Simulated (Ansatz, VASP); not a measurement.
## Two plane-wave programs on TePb

```
CELL_PARAMETERS angstrom
1.70751 4.26879 4.26879
4.26879 1.70751 4.26879
4.26879 4.26879 1.70751
ATOMIC_POSITIONS crystal
Te 0.50000 0.50000 0.50000
Pb 0.00000 0.00000 0.00000
```

Alike in both runs: task single point; functional PBE; k mesh 8 × 8 × 8; occupations gaussian, width 0.05 eV; no spin polarisation.

```csv
,VASP,Ansatz
version,VASP 6.6.1,Ansatz 0.2.0
potentials or method,"VASP PAW PBE potentials, release 64 (Te, Pb_d)","scalar-relativistic, plane waves, PAW"
plane-wave cutoff (eV),520,420
valence electrons in the cell,20,30
```

```csv
,VASP,Ansatz,Ansatz less VASP
gap on the k mesh at the Fermi level (eV),none,none,-
pressure (GPa),-2.9,-2.9,+0.05
largest component of the traceless stress (GPa),0.87,0.86,-0.002
```

A gap of «none» marks a metal or a gap that the smearing closes. The two sets of potentials don't hold the same shells in valence.

The runs have no spin-orbit coupling, so splittings on Pb, Te are missing.
